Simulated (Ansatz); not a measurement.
Input deck for Ansatz 0.2.0, then the block of the output on the nuclei.

The cell is a COD entry, taken as it stands.

```yaml
crystal:
  lattice:
    - [2.5750991265, 1.4867341739, 4.62177]
    - [-2.5750991265, 1.4867341739, 4.62177]
    - [0.0, -2.9734683477, 4.62177]
  atoms:
    - { symbol: Li, position: [0.275, 0.275, 0.275] }
    - { symbol: Li, position: [0.775, 0.775, 0.775] }
    - { symbol: Nb, position: [0.0, 0.0, 0.0] }
    - { symbol: Nb, position: [0.5, 0.5, 0.5] }
    - { symbol: O, position: [0.1062, 0.3533, 0.7148] }
    - { symbol: O, position: [0.7148, 0.1062, 0.3533] }
    - { symbol: O, position: [0.3533, 0.7148, 0.1062] }
    - { symbol: O, position: [0.2148, 0.8533, 0.6062] }
    - { symbol: O, position: [0.8533, 0.6062, 0.2148] }
    - { symbol: O, position: [0.6062, 0.2148, 0.8533] }
kpoints:
  mp_grid: { grid: [7, 7, 7] }
scf:
  occupations: { method: fermi_dirac, width: 0.02 }
hamiltonian:
  xc: pbe
  pseudopotentials: { kind: paw }
output:
  forces: true
  stress: true
  populations: true
  efg:
    quadrupole_moments_barn: { Li: -0.0401, Nb: -0.32, O: -0.02558 }
    contact_densities: true
```

```sh
ansatz run input.yaml --threads 4 --pin off --max-ram 8192MiB --backend cpu --events-out ev --progress --plain --runs-dir out
```

Of the output, the block on the nuclei alone is shown; the set-up, the SCF iterations, energies, forces and stress are cut.

```
--- PAW observables at the nuclei: V_zz in 10²¹ V/m², potentials from the cell's mean, atoms counted from 1 ---
  atom   1  Li V_zz =    +0.059979   η = 0.0000   by run symmetry: allowed   C_q = -0.0582 MHz
            electrostatic potential = -172.215799 V   contact ρ = 94.414394 e/Å³
  atom   2  Li V_zz =    +0.059979   η = 0.0000   by run symmetry: allowed   C_q = -0.0582 MHz
            electrostatic potential = -172.215799 V   contact ρ = 94.414394 e/Å³
  atom   3  Nb V_zz =    +5.910083   η = 0.0000   by run symmetry: allowed   C_q = -45.7297 MHz
            electrostatic potential = -6133.395967 V   contact ρ = 540935.899788 e/Å³
  atom   4  Nb V_zz =    +5.910083   η = 0.0000   by run symmetry: allowed   C_q = -45.7297 MHz
            electrostatic potential = -6133.395967 V   contact ρ = 540935.899788 e/Å³
  atom   5  O  V_zz =    +1.994242   η = 0.9792   by run symmetry: allowed   C_q = -1.2335 MHz
            electrostatic potential = -624.246128 V   contact ρ = 2157.499234 e/Å³
  atom   6  O  V_zz =    +1.994242   η = 0.9792   by run symmetry: allowed   C_q = -1.2335 MHz
            electrostatic potential = -624.246128 V   contact ρ = 2157.499234 e/Å³
  atom   7  O  V_zz =    +1.994242   η = 0.9792   by run symmetry: allowed   C_q = -1.2335 MHz
            electrostatic potential = -624.246128 V   contact ρ = 2157.499234 e/Å³
  atom   8  O  V_zz =    +1.994242   η = 0.9792   by run symmetry: allowed   C_q = -1.2335 MHz
            electrostatic potential = -624.246128 V   contact ρ = 2157.499234 e/Å³
  atom   9  O  V_zz =    +1.994242   η = 0.9792   by run symmetry: allowed   C_q = -1.2335 MHz
            electrostatic potential = -624.246128 V   contact ρ = 2157.499234 e/Å³
  atom  10  O  V_zz =    +1.994242   η = 0.9792   by run symmetry: allowed   C_q = -1.2335 MHz
            electrostatic potential = -624.246128 V   contact ρ = 2157.499234 e/Å³
```

Hardware: 4 threads of Intel Xeon Platinum 8259CL CPU @ 2.50GHz (Skylake/Cascade Lake) (x86_64; 16 cores open to the job, memory cap 8.0 GiB, no GPU), a shared host with a load of 0.6 a core. Wall time 7.5 s, CPU time 26 s, peak memory 0.6 GiB.

The calculated pressure of 7 GPa (PBE) comes partly from the unrelaxed atoms: it is 2.9 GPa once they are relaxed in the same cell. The largest force is 1.2 eV/Å, so the atoms aren't at the calculated equilibrium and relaxing them would move these values. Without spin–orbit coupling (the program notes it for Nb) the gradients are little affected as a rule: paired runs on crystals with a gap mostly move them by under 2 % at such atoms. With these PAW files V_zz is typically within 2 to 3 % of all-electron values, but misses above 10 % occur on Li.
